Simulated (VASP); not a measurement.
# Pb (Pm-3m) in VASP: a series of runs, part 3 of 3

VASP 6.6.1.

### 4 Single point, RPBE

Input file INCAR:

```
SYSTEM = Pb
PREC = Accurate ; ENCUT = 520
EDIFF = 1E-6 ; ISMEAR = -1
SIGMA = 0.1 ; LREAL = .FALSE.
LASPH = .TRUE. ; NELM = 60
ALGO = Normal ; ISIF = 2
LWAVE = .FALSE. ; LCHARG = .TRUE.
GGA = RP ; LELF = .TRUE.
LVHAR = .TRUE. ; NBANDS = 13
```

Input file KPOINTS:

```
regular mesh
0
G
  10 10 10
  0 0 0
```

Input file POSCAR:

```
Pb
1.0
    3.2967210868      0.0000000000      0.0000000000
    0.0000000000      3.2967210868      0.0000000000
    0.0000000000      0.0000000000      3.2967210868
Pb
1
Direct
    0.0000000000      0.0000000000      0.0000000000
```

Potentials or basis: VASP PAW PBE potentials, release 64 (Pb_d).

The run is started by

```
$ cat potpaw_PBE.64/Pb_d/POTCAR > POTCAR
$ mpirun -np 1 vasp_std > vasp.out
```

OUTCAR:

```text
SYSTEM = Pb
   PREC = Accurate
   ENCUT = 520
   EDIFF = 1E-6
   ISMEAR = -1
   LREAL = .FALSE.
   LASPH = .TRUE.
   NELM = 60
   ISIF = 2
   GGA = RP

 ion  position               nearest neighbor table
   1  0.000  0.000  0.000-

  LATTYP: Found a simple cubic cell.
 ALAT       =     3.2967210868

  Lattice vectors:

 A1 = (   3.2967210868,   0.0000000000,   0.0000000000)
 A2 = (   0.0000000000,   3.2967210868,   0.0000000000)
 A3 = (   0.0000000000,   0.0000000000,   3.2967210868)

Analysis of symmetry for initial positions (statically):
=====================================================================
 Subroutine PRICEL returns:
 Original cell was already a primitive cell.

 Routine SETGRP: Setting up the symmetry group for a
 simple cubic supercell.

 Subroutine GETGRP returns: Found 48 space group operations
 (whereof 48 operations were pure point group operations)
 out of a pool of 48 trial point group operations.

The static configuration has the point symmetry O_h .

Analysis of symmetry for dynamics (positions and initial velocities):
=====================================================================
 Subroutine PRICEL returns:
 Original cell was already a primitive cell.

 Routine SETGRP: Setting up the symmetry group for a
 simple cubic supercell.

 Subroutine GETGRP returns: Found 48 space group operations
 (whereof 48 operations were pure point group operations)
 out of a pool of 48 trial point group operations.

The dynamic configuration has the point symmetry O_h .

 Subroutine INISYM returns: Found 48 space group operations
 (whereof 48 operations are pure point group operations),
 and found     1 'primitive' translations

----------------------------------------------------------------------------------------

                                     Primitive cell

  volume of cell :      35.8300

[... 113 lines left out ...]
   AEXX    =    0.0000 exact exchange contribution
   IVDW    =     0    specifies the selected vdW correction
   LEPSILON=     F    determine dielectric tensor
   LRPA    =     F    only Hartree local field effects (RPA)
 non-spin polarized calculation
  energy-cutoff  :      520.00
  volume of cell :       35.83
 maximum number of plane-waves:       992
 NGX is ok and might be reduce to    28
   NGX = 13   NGY = 13   NGZ = 13

 number of electron      13.9999996 magnetization

 Free energy of the ion-electron system (eV)
  ---------------------------------------------------
  ext. energy  EPLUGINS =         0.00000000
  ---------------------------------------------------
  free energy    TOTEN  =        -3.01015117 eV

  energy without entropy =       -2.98777527  energy(sigma->0) =       -2.99896322

 E-fermi :   5.4293     XC(G=0):  -9.1925

 val. band max:        5.3947180273   @ k =   0.3000   0.3000   0.1000
 cond. band min:       5.4569970731   @ k =   0.5000   0.5000   0.4000
 fundamental gap:      0.0622790458
 Fermi energy:         5.4293173908

 k-point     1 :       0.0000    0.0000    0.0000
  band No.  band energies     occupation
      1     -11.7460      2.00000
      2     -11.7460      2.00000
      3     -11.2675      2.00000
      4     -11.2675      2.00000
      5     -11.2675      2.00000
      6      -5.4038      2.00000
      7      10.1667      0.00000
      8      10.1667      0.00000
      9      10.1667      0.00000
     10      12.8509      0.00000
     11      14.4114      0.00000
     12      14.4114      0.00000
     13      23.0738      0.00000
[... 354 lines left out ...]
  band No.  band energies     occupation
      1     -11.6758      2.00000
      2     -11.4794      2.00000
      3     -11.3668      2.00000
      4     -11.3645      2.00000
      5     -11.2851      2.00000
      6      -4.0282      2.00000
      7       4.3958      1.99994
      8       9.8234      0.00000
      9      10.0437      0.00000
     10      15.7812      0.00000
     11      16.2462      0.00000
     12      17.8738      0.00000
     13      18.0896      0.00000

 [... further k-points ...]

------------------------ aborting loop because EDIFF is reached ----------------------------------------

  FORCE on cell =-STRESS in cart. coord.  units (eV):
  Direction    XX          YY          ZZ          XY          YZ          ZX
  --------------------------------------------------------------------------------------
  -------------------------------------------------------------------------------------
  Total       -0.0100340     -0.0100340     -0.0100340      0.0000000      0.0000000     -0.0000000
  in kB       -0.4486826     -0.4486826     -0.4486826      0.0000000      0.0000000     -0.0000000
  external PRESSURE =      -0.4486826 kB  Pullay stress =       0.0000000 kB

 VOLUME and BASIS-vectors are now :
 -----------------------------------------------------------------------------
  energy-cutoff  :      520.00
  volume of cell :       35.83
      direct lattice vectors                 reciprocal lattice vectors
     3.296721087  0.000000000  0.000000000     0.303331696  0.000000000  0.000000000
     0.000000000  3.296721087  0.000000000     0.000000000  0.303331696  0.000000000
     0.000000000  0.000000000  3.296721087     0.000000000  0.000000000  0.303331696

 POSITION                                       TOTAL-FORCE (eV/Angst)
 -----------------------------------------------------------------------------------
      0.00000      0.00000      0.00000         0.000000      0.000000      0.000000
 -----------------------------------------------------------------------------------
    total drift:                               -0.000000     -0.000000     -0.000000

  FREE ENERGIE OF THE ION-ELECTRON SYSTEM (eV)
  ---------------------------------------------------
  free  energy   TOTEN  =        -3.0101511729 eV

  energy  without entropy=       -2.9877752650  energy(sigma->0) =       -2.99896322
```

It took 25 s on 1 thread of Intel Xeon Platinum 8488C (Sapphire Rapids), shared host; peak memory 0.17 GiB.

What came out:

- Free energy: -3.0102 eV
- Pressure: 0.0 GPa
- Band gap on the k mesh: none (metal or under the smearing width)

Caveat: the PAW data sets were made with another functional, which shifts forces and pressure a little.

### 5 Relaxation of cell and atoms, RPBE

This run uses another cell than the first one, of 32.76 Å³/atom, 0.914 times its volume.

Input file INCAR:

```
ALGO = Fast
EDIFF = 1E-6
EDIFFG = -0.01
ENCUT = 600
GGA = RP
IBRION = 2
ISIF = 3
ISMEAR = -1
LASPH = T
LCHARG = F
LREAL = F
LWAVE = F
NELM = 100
NSW = 80
PREC = Accurate
SIGMA = 0.1
```

Input file KPOINTS:

```
k-points
0
Gamma
  10 10 10
```

Input file POSCAR:

```
Pb
1.0
    3.1996586799      0.0000000000      0.0000000000
    0.0000000000      3.1996586799      0.0000000000
    0.0000000000      0.0000000000      3.1996586799
Pb
1
Direct
    0.0000000000      0.0000000000      0.0000000000
```

The run is started by

```
$ cat potpaw_PBE.64/Pb_d/POTCAR > POTCAR
$ mpirun -np 1 vasp_std > vasp.out
```

Run time: 58 s. Hardware: 1 thread of Intel Xeon Platinum 8488C (Sapphire Rapids), shared host; peak memory 0.17 GiB.

Results (log left out):

```yaml
Free_energy: -3.0096 eV
Relaxed_volume: 35.80 Å³/atom
Relaxed_cell: a = 3.296 Å, b = 3.296 Å, c = 3.296 Å, α = 90.00°, β = 90.00°, γ = 90.00°
Space_group_after_relaxing_to_0.05_Å: Pm-3m (No. 221)
Energy_gained_by_relaxing: 29.5 meV/atom
Ionic_steps: 3
Pressure_after_relaxing: 0.0 GPa
Band_gap_on_the_k_mesh: none (metal or under the smearing width)
```

Step by step:
```tsv
step	energy change (eV)	largest force (eV/Å)	pressure (GPa)	volume (Å³)
1	0.0000	0.0000	3.42	32.76
2	-0.0291	0.0000	-0.30	36.19
3	-0.0295	0.0000	0.00	35.80
```

Final structure:
```
CELL_PARAMETERS angstrom
3.29586 0.00000 0.00000
0.00000 3.29586 0.00000
0.00000 0.00000 3.29586
ATOMIC_POSITIONS crystal
Pb 0.00000 0.00000 0.00000
```

Levels at points of the mesh, in eV from the Fermi level:
| k point | band 5 | band 6 | band 7 | band 8 | band 9 | band 10 |
| --- | --- | --- | --- | --- | --- | --- |
| (0.00, 0.00, 0.00) | -16.70 | -10.84 | 4.74 | 4.74 | 4.74 | 7.43 |
| (0.50, 0.00, 0.00) | -16.69 | -8.68 | -3.63 | 6.83 | 6.83 | 10.43 |
| (0.50, 0.50, 0.00) | -16.54 | -6.58 | -1.63 | -1.63 | 3.55 | 9.08 |
| (0.50, 0.50, 0.50) | -16.53 | -4.44 | 0.28 | 0.28 | 0.28 | 6.30 |

Caveat: the PAW data sets were made with another functional, which shifts forces and pressure a little. The run has no spin-orbit coupling, so splittings on Pb are missing.

### 6 Summary

| task | cell | k mesh | cutoff (eV) | gap on the mesh (eV) | pressure (GPa) |
| --- | --- | --- | --- | --- | --- |
| single point | Pm-3m, 35.83 Å³/atom | 16 × 16 × 16 | 520 | none | 0.0 |
| single point | Pm-3m, 32.96 Å³/atom | 11 × 11 × 11 | 520 | none | 3.2 |
| single point | Pm-3m, 35.83 Å³/atom | 10 × 10 × 10 | 520 | none | 0.0 |
| relaxation of cell and atoms | relaxed | 10 × 10 × 10 | 600 | none | 0.0 |

Alike in all rows: level RPBE; potentials or basis VASP PAW PBE potentials, release 64 (Pb_d); no spin polarisation; smearing fermi-dirac 0.1 eV.

Every run on the cell as given and a fine mesh finds a metal.

Caveats: the PAW data sets were made with another functional, which shifts forces and pressure a little.

Total energies depend on the potentials used, so only differences within one code and one set of settings carry meaning.
